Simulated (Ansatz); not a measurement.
# TiSi2 (Immm) in Ansatz: notebook, part 2 of 2

Ansatz 0.2.0. Earlier steps stand in the parts before.

## 4. Relaxation of cell and atoms, PBEsol

The input, input.yaml:

```yaml
crystal:
  lattice:
    - [-1.472872, 1.71213, 4.212083]
    - [1.472872, -1.71213, 4.212083]
    - [1.472872, 1.71213, -4.212083]
  atoms:
    - { symbol: Ti, position: [0.0, 0.0, 0.0] }
    - { symbol: Si, position: [0.670078, 0.670078, 0.0] }
    - { symbol: Si, position: [0.329922, 0.329922, 0.0] }
hamiltonian:
  xc: pbesol
  pseudopotentials: { kind: paw }
kpoints:
  mp_grid: { grid: [12, 12, 12] }
scf:
  occupations: { method: fermi_dirac, width: 0.05 }
output:
  forces: true
  stress: true
  eigenvalues: true
relax:
  f_tol: 0.01
  max_steps: 40
  cell: { stress_tol: 0.05 }
```

Potentials or basis: Ansatz PAW.

Command:

```console
$ ansatz run input.yaml --threads 2 --pin off --max-ram 5632MiB --backend cpu --events-out ev --progress --plain --runs-dir out
```

Standard output:

```text
Warning: RAYON_NUM_THREADS=2 ignored (pool sized by the plan → 2); use --threads N
basis.fft_grid_basis auto: the FFT boxes are laid along the combinations [[1, 0, 1], [0, 1, 1], [0, 0, 1]] of the cell's own vectors, 3.424, 2.946 and 4.779 Å long. The dense box has 24×20×32 points. Along the cell's own vectors, as sized, it would have 32×32×32, 2.13 times as many. Of the 8 symmetry operations that the crystal satisfies within crystal.symmetry.tolerance (time reversal apart; of a slab, those that keep its plane) the dense box along the cell's own vectors carries 8, and the one as laid loses 6 of those. basis.fft_grid_basis: typed keeps the cell's own vectors: state it where this run's energies or levels are differenced outside the engine with another run's, or held beside a run that keeps those vectors.
Engine: ansatz 0.2.0, x86_64-unknown-linux-gnu
Pseudopotentials: kind: paw
Pseudopotential: Ti, paw, valence charge 12, recommended cutoff 420 eV (normal), Ti.paw.azcp
Pseudopotential: Si, paw, valence charge 4, recommended cutoff 420 eV (normal), Si.paw.azcp
Functional definition: PBEsol
  exchange = pbesol_x
  correlation = pbesol_c
Crystal: 3 atoms, lattice volume = 42.487 Å³
Basis set: ecut = 420 eV, 839 PW (Γ), FFT grids on a1+a3, a2+a3, a3, exchange–correlation on 48×40×64 points (8 copies of the dense FFT grid, shifted against one another)
Bands: 14, of which v1, the nominal top of the filled ones, is band 10 counted from 1 (9 counted from 0)
Symmetry: 8 space group operations
Space group: Immm (ITA 71), of the structure as read, at distance tolerance 3.5e-5 Å
k-points: 280 of 1728
Non-local potential: Ti, projectors of the file, l = 0: 3, l = 1: 2, l = 2: 3, l = 3: 1
Non-local potential: Si, projectors of the file, l = 0: 2, l = 1: 2, l = 2: 2
PAW form: soft (Blöchl's): semilocal exchange-correlation on the pseudo side does not see the compensation charge
PAW frozen core: Ti, regenerated for the run's functional, and the local potential with it (the file was generated under x = pbe(κ = 0.804, μ = 0.2195149727645171), c = pbe(β = 0.06672455060314922))
PAW frozen core: Si, regenerated for the run's functional, and the local potential with it (the file was generated under x = pbe(κ = 0.804, μ = 0.2195149727645171), c = pbe(β = 0.06672455060314922))
PAW one-centre angular grid: Ti, 590 points (default); XC on 64 Gauss nodes
PAW one-centre angular grid: Si, 110 points (default); XC on 64 Gauss nodes
Initial density: superposition of atomic densities (neutral atoms: chi_scale 0, normalization atom), corrected by the library's trained network
Initial wavefunctions: pseudopotential atomic-orbital guess
Functional: x = pbesol(κ = 0.804, μ = 0.12345679012345678), c = pbesol(β = 0.046)
SCF iter   1: F=—  HF=-3718.391108 eV  |F-HF|=—  |Δ(HF+E_count)|=         —  Δρ=5.34e-3  dr2=1.30e-2  ethr=1.77e-3  ⟨swp⟩=5.1  Hψ=21986  notcnv=0
preconditioner: auto → Kerker (q_TF=auto, 2.406 Å⁻¹)  [metal: Δε(μ)=0.023 eV  Ē_g=6.594 eV  σ=0.050 eV  W_gap=0.11  n_scr=10 (ndim 8)  ℏωp=19.7 eV  f_vac=0.000  D(μ)=1.37/eV (n_scr^D=10)]
SCF iter   2: F=—  HF=-3718.388326 eV  |F-HF|=—  |Δ(HF+E_count)|=   2.78e-3  Δρ=2.99e-3  dr2=4.89e-3  ethr=6.52e-5  ⟨swp⟩=2.0  Hψ=7175  notcnv=0
SCF iter   3: F=—  HF=-3718.387063 eV  |F-HF|=—  |Δ(HF+E_count)|=   1.26e-3  Δρ=9.68e-4  dr2=4.47e-4  ethr=2.44e-5  ⟨swp⟩=2.3  Hψ=5400  notcnv=0
SCF iter   4: F=—  HF=-3718.386973 eV  |F-HF|=—  |Δ(HF+E_count)|=   8.99e-5  Δρ=2.45e-4  dr2=2.23e-5  ethr=2.23e-6  ⟨swp⟩=3.0  Hψ=6712  notcnv=0
SCF iter   5: F=—  HF=-3718.386952 eV  |F-HF|=—  |Δ(HF+E_count)|=   2.05e-5  Δρ=4.84e-5  dr2=5.30e-7  ethr=1.11e-7  ⟨swp⟩=2.6  Hψ=5803  notcnv=0
[... 60 lines left out ...]
Entropy (-TS):   -0.010725 eV (-3.575 meV/atom)
Fermi energy:    12.684090 eV
--- Per-component energies (eV) ---
  E_band       = -102.487602
  E_kinetic    = 360.328386
  E_local      = -1013.053274  (includes V_loc(G=0)·N_el)
  E_nonlocal   = 59.648466
  E_hartree    = 443.488807
  E_xc         = -210.514039
  E_vxc        = -221.023726  (∫ρ·V_xc dr)
  E_paw        = -2020.104914  (= ΣΔE_a)
  E_vpaw       = -175.365301  (= ΣTr[D̂ρ^β])
  E_aug_tail   = 0.000140  (compensation charges beyond the density's cutoff)
  E_ewald      = -1338.385491
  E_core_change = 0.202506  (= ΣΔE_core)
  E_smearing   = -0.010725  (= −TS)
  E_closure    = -0.000000  (closes the sum)
  Σ components = -3718.400138   (vs F -3718.400138, Δ=0.00e0)
--- Forces (eV/Å), atoms counted from 1 ---
  atom   1  Ti     0.00000000     0.00000000     0.00000000
  atom   2  Si     0.00000000     0.00000000     0.00130449
  atom   3  Si     0.00000000     0.00000000    -0.00130449
  max |Σ_I F_I| component: 4.34e-19 eV/Å
--- Stress (GPa, compression-positive) ---
       -0.007622       0.000000       0.000000
        0.000000      -0.002710       0.000000
        0.000000       0.000000      -0.004459
  P = ⅓ Tr σ = -0.0049 GPa (-0.049 kbar)
--- Band table (eV; the first three rows and the last of 280) ---
  k-point 0: bands = ["-43.2141", "-19.6657", "-19.6406", "-19.3830", "0.0003", "7.8417", "8.6522", "10.5314", "12.0292", "13.4497", "14.8232", "15.1589", "15.8906", "16.6431"]
  k-point 1: bands = ["-43.2109", "-19.6620", "-19.6450", "-19.4078", "0.2121", "8.0184", "8.5398", "10.3527", "12.0101", "12.9172", "14.3305", "15.0600", "16.4144", "16.5825"]
  k-point 2: bands = ["-43.2022", "-19.6563", "-19.6518", "-19.4746", "0.8360", "8.2378", "8.4558", "9.9730", "11.9264", "11.9774", "13.1341", "15.3902", "16.4135", "16.7999"]
  k-point 279: bands = ["-43.2138", "-19.6780", "-19.6414", "-19.3834", "1.2116", "3.7451", "11.3737", "11.4299", "12.3302", "13.1708", "14.7165", "15.1983", "15.2186", "16.5917"]
--- Relaxed structure (4 steps of the walk, 4 accepted, 2 SCFs on fresh bases) ---
  F+E_penalty+E_count = -3718.40013791 eV   max|allowed force component| = 1.304e-3 eV/Å   (the final SCF, on the basis selected at the relaxed cell)
  cell:  # Å, volume = 41.4288 Å³
    - [-1.464282073026096, 1.698544190621133, 4.164285739727084]
    - [1.464282073026096, -1.698544190621133, 4.164285739727084]
    - [1.464282073026096, 1.698544190621133, -4.164285739727084]
  atoms:
    - { symbol: Ti, position: [-9.116350969863355e-21, -9.116350969863325e-21, 2.996587249867888e-35] }
    - { symbol: Si, position: [0.6693811247121386, 0.6693811247121386, 1.479360020158588e-34] }
    - { symbol: Si, position: [0.3306188752878612, 0.3306188752878612, -4.3251356773654673e-35] }
```

It took 58 s on 2 threads of Intel Xeon at 2.50GHz (Skylake/Cascade Lake), shared host; peak memory 0.5 GiB.

Results:

* Free energy: -3718.4001 eV
* Relaxed volume: 13.81 Å³/atom
* Relaxed cell: a = 4.730 Å, b = 4.730 Å, c = 4.730 Å, α = 143.93°, β = 137.91°, γ = 56.61°
* Space group after relaxing (to 0.05 Å): Immm (No. 71)
* Energy gained by relaxing: 4.4 meV/atom
* Ionic steps: 6
* Pressure after relaxing: 0.0 GPa
* Band gap on the k mesh: none (metal or under the smearing width)

Step by step:
| step | energy change (eV) | largest force (eV/Å) | volume (Å³) |
| --- | --- | --- | --- |
| 1 | 0.0000 | 0.0668 | 42.49 |
| 2 | -0.0131 | 0.0162 | 41.29 |
| 3 | -0.0134 | 0.0017 | 41.44 |
| 4 | -0.0132 | 0.0018 | 41.44 |
| 5 | -0.0132 | 0.0013 | 41.43 |
| 6 | -0.0132 | 0.0013 | 41.43 |

Final structure:
```
CELL_PARAMETERS angstrom
-1.46428 1.69854 4.16429
1.46428 -1.69854 4.16429
1.46428 1.69854 -4.16429
ATOMIC_POSITIONS crystal
Ti 0.00000 0.00000 0.00000
Si 0.66938 0.66938 0.00000
Si 0.33062 0.33062 0.00000
```

Caveat: the plane-wave basis is chosen anew once the cell has moved, so the energies of steps on either side of that aren't comparable; the PAW data sets come from PBE, with cores solved anew for the run's functional, which leaves a small shift of forces and pressure.

## 5. Relaxation of cell and atoms, RPBE

input.yaml: that of step 4 with these lines changed.

```diff
@@ -10,3 +10,3 @@
 hamiltonian:
-  xc: pbesol
+  xc: rpbe
   pseudopotentials: { kind: paw }
@@ -20,2 +20,6 @@
   eigenvalues: true
+  write_density: true
+  write_potential: true
+  elf: true
+  volumetric_format: npy
 relax:
```

Command:

```console
$ ansatz run input.yaml --threads 2 --pin off --max-ram 5632MiB --backend cpu --events-out ev --progress --plain --runs-dir out
```

It took 59 s on 2 threads of Intel Xeon at 2.50GHz (Skylake/Cascade Lake), shared host; peak memory 0.52 GiB.

Results (log left out):

```
Free energy                            : -3782.9126 eV
Relaxed volume                         : 14.45 Å³/atom
Relaxed cell                           : a = 4.802 Å, b = 4.802 Å, c = 4.802 Å, α = 143.86°, β = 137.99°, γ = 56.59°
Space group after relaxing (to 0.05 Å) : Immm (No. 71)
Energy gained by relaxing              : 2.6 meV/atom
Ionic steps                            : 5
Pressure after relaxing                : 0.0 GPa
Band gap on the k mesh                 : none (metal or under the smearing width)
```

The path:
```
step  energy change (eV)  largest force (eV/Å)  volume (Å³)
   1              0.0000                0.0228        42.49
   2             -0.0075                0.0245        43.42
   3             -0.0076                0.0113        43.36
   4             -0.0077                0.0010        43.36
   5             -0.0078                0.0009        43.36
```

Final structure:
```
CELL_PARAMETERS angstrom
-1.48945 1.72124 4.22839
1.48945 -1.72124 4.22839
1.48945 1.72124 -4.22839
ATOMIC_POSITIONS crystal
Ti 0.00000 0.00000 0.00000
Si 0.67010 0.67010 0.00000
Si 0.32990 0.32990 0.00000
```

Levels at points of the mesh, in eV from the Fermi level:
```tsv
k point	band 6	band 7	band 8	band 9	band 10	band 11	band 12	band 13	band 14
(0.00, 0.00, 0.00)	-4.66	-4.10	-2.08	-0.58	0.68	2.05	2.35	3.09	3.71
(0.00, 0.00, -0.50)	-5.20	-5.01	-4.70	-2.86	-1.24	-0.69	2.67	2.85	3.10
(0.00, -0.50, 0.00)	-8.07	-3.60	-3.34	-0.90	-0.41	0.98	2.74	3.30	3.97
(0.00, -0.50, -0.50)	-9.00	-4.29	-3.69	-0.65	0.89	1.99	2.55	3.47	4.02
(-0.50, -0.50, -0.50)	-8.75	-1.28	-1.20	-0.33	0.49	1.92	2.29	2.40	3.68
```

Caveat: the plane-wave basis is chosen anew once the cell has moved, so the energies of steps on either side of that aren't comparable; the PAW data sets come from PBE, with cores solved anew for the run's functional, which leaves a small shift of forces and pressure.

## 6. Relaxation of cell and atoms, revPBE

input.yaml: that of step 5 with these lines changed.

```diff
@@ -10,3 +10,3 @@
 hamiltonian:
-  xc: rpbe
+  xc: revpbe
   pseudopotentials: { kind: paw }
@@ -20,6 +20,2 @@
   eigenvalues: true
-  write_density: true
-  write_potential: true
-  elf: true
-  volumetric_format: npy
 relax:
```

Potentials or basis: Ansatz PAW.

Command:

```console
$ ansatz run input.yaml --threads 2 --pin off --max-ram 5632MiB --backend cpu --events-out ev --progress --plain --runs-dir out
```

Run time: 55 s. Hardware: 2 threads of Intel Xeon at 2.50GHz (Skylake/Cascade Lake), shared host; peak memory 0.5 GiB.

It converged, with:

| Item | Value |
| --- | --- |
| Free energy | -3779.9561 eV |
| Relaxed volume | 14.39 Å³/atom |
| Relaxed cell | a = 4.795 Å, b = 4.795 Å, c = 4.795 Å, α = 143.87°, β = 137.99°, γ = 56.59° |
| Space group after relaxing (to 0.05 Å) | Immm (No. 71) |
| Energy gained by relaxing | 1.6 meV/atom |
| Ionic steps | 5 |
| Pressure after relaxing | 0.0 GPa |
| Band gap on the k mesh | none (metal or under the smearing width) |

Step by step:
| step | energy change (eV) | largest force (eV/Å) | volume (Å³) |
| --- | --- | --- | --- |
| 1 | 0.0000 | 0.0121 | 42.49 |
| 2 | -0.0045 | 0.0222 | 43.20 |
| 3 | -0.0046 | 0.0107 | 43.15 |
| 4 | -0.0046 | 0.0018 | 43.16 |
| 5 | -0.0048 | 0.0018 | 43.16 |

Final structure:
```
Ti Si
1.0
    -1.48679    1.71887    4.22196
     1.48679   -1.71887    4.22196
     1.48679    1.71887   -4.22196
Ti Si
1 2
Direct
  0.00000 0.00000 0.00000
  0.66999 0.66999 0.00000
  0.33001 0.33001 0.00000
```

Levels at points of the mesh, in eV from the Fermi level:
| k point | band 6 | band 7 | band 8 | band 9 | band 10 | band 11 | band 12 | band 13 | band 14 |
| --- | --- | --- | --- | --- | --- | --- | --- | --- | --- |
| (0.00, 0.00, 0.00) | -4.68 | -4.10 | -2.09 | -0.59 | 0.69 | 2.06 | 2.36 | 3.10 | 3.73 |
| (0.00, 0.00, -0.50) | -5.21 | -5.01 | -4.69 | -2.87 | -1.25 | -0.68 | 2.70 | 2.87 | 3.11 |
| (0.00, -0.50, 0.00) | -8.08 | -3.60 | -3.35 | -0.90 | -0.41 | 0.98 | 2.76 | 3.32 | 3.98 |
| (0.00, -0.50, -0.50) | -9.02 | -4.29 | -3.70 | -0.65 | 0.90 | 2.00 | 2.56 | 3.49 | 4.03 |
| (-0.50, -0.50, -0.50) | -8.77 | -1.27 | -1.21 | -0.33 | 0.49 | 1.93 | 2.32 | 2.41 | 3.70 |

Caveat: the plane-wave basis is chosen anew once the cell has moved, so the energies of steps on either side of that aren't comparable; the PAW data sets come from PBE, with cores solved anew for the run's functional, which leaves a small shift of forces and pressure.

## 7. The runs side by side

| level | gap on the mesh (eV) | pressure (GPa) | relaxed volume (Å³/atom) |
| --- | --- | --- | --- |
| LDA | none | 0.0 | 13.52 |
| PBE | none | 0.0 | 14.20 |
| PBEsol | none | 0.0 | 13.81 |
| RPBE | none | 0.0 | 14.45 |
| revPBE | none | 0.0 | 14.39 |

Alike in all rows: task relaxation of cell and atoms; potentials or basis Ansatz PAW; no spin polarisation; cell relaxed; k mesh 12 × 12 × 12; cutoff (eV) 420; smearing fermi-dirac 0.05 eV.

Caveats: the plane-wave basis is chosen anew once the cell has moved, so the energies of steps on either side of that aren't comparable; the PAW data sets come from PBE, with cores solved anew for the run's functional, which leaves a small shift of forces and pressure (some runs).

Total energies depend on the potentials used, so only differences within one code and one set of settings carry meaning.
